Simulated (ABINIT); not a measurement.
Here is an ABINIT 10.8.3 (patched build) calculation.

File run.abi:

```
# Datasets: one volume each
ndtset 7
getwfk -1
scalecart1 3*0.9795861087
scalecart2 3*0.9864848297
scalecart3 3*0.9932883884
scalecart4 3*1.0000000000
scalecart5 3*1.0066227096
scalecart6 3*1.0131594038
scalecart7 3*1.0196128224

# Pseudopotentials
pp_dirpath "./"
pseudos "Ge.upf"

# Structure
acell 7.5601949712 7.5601949712 7.5601949712
rprim
     0.0000000000     0.7071067812     0.7071067812
     0.7071067812     0.0000000000     0.7071067812
     0.7071067812     0.7071067812     0.0000000000
ntypat 1
znucl 32
natom 2
typat 1 1
xred
     0.7500000000     0.7500000000     0.7500000000
     0.5000000000     0.5000000000     0.5000000000

# Plane-wave basis
ecut 1061.244064 eV

# k points
kptopt 1
ngkpt 8 8 8
nshiftk 1
shiftk 0.0 0.0 0.0

# Exchange and correlation
ixc -116133

# Bands and occupations
nband 18
occopt 3
tsmear 0.00183747

# SCF cycle
nstep 100
tolvrs 1.0e-10

# Output
iomode 3
prtwf 1
prtden 0
prteig 0
prtebands 0
enunit 1
```

Potentials or basis: PseudoDojo NC SR PBEsol v0.4.1 standard.

Launch:

```bash
$ abinit run.abi > log 2>&1
```

What does it give for the pressure derivative of the bulk modulus?

4.8 (rough: it moves with the points fitted).

Predict the bulk modulus.

66 GPa.

Energy against volume, from the lowest point:
```csv
volume (Å³/atom),energy (meV/atom)
21.281,25.41
21.733,12.15
22.186,3.89
22.639,0.03
23.092,0.00
23.545,3.50
23.997,10.17
```

Caveat: pressures at fixed basis lie under the slope of the energies.

**Measured values to compare with.**

From “Sub-monolayer structures of Ag overlayers on Ge(111): experimental observations and first-principles study”, 2019, arxiv:1908.00180, for a bulk crystal of Ge: bulk modulus 75.8 GPa.

A measured bulk modulus of Ge is 75.8 GPa (quoted in “Sub-monolayer structures of Ag overlayers on Ge(111): experimental observations and first-principles study”, 2019, arxiv:1908.00180); the calculated 66 GPa misses it by -12.8 %. The fit is for a static lattice scaled at fixed shape and fixed fractional positions. The cell as given is a measured one (22.64 Å³/atom); PBEsol puts the equilibrium volume +1.0 % from it, thermal expansion not counted.
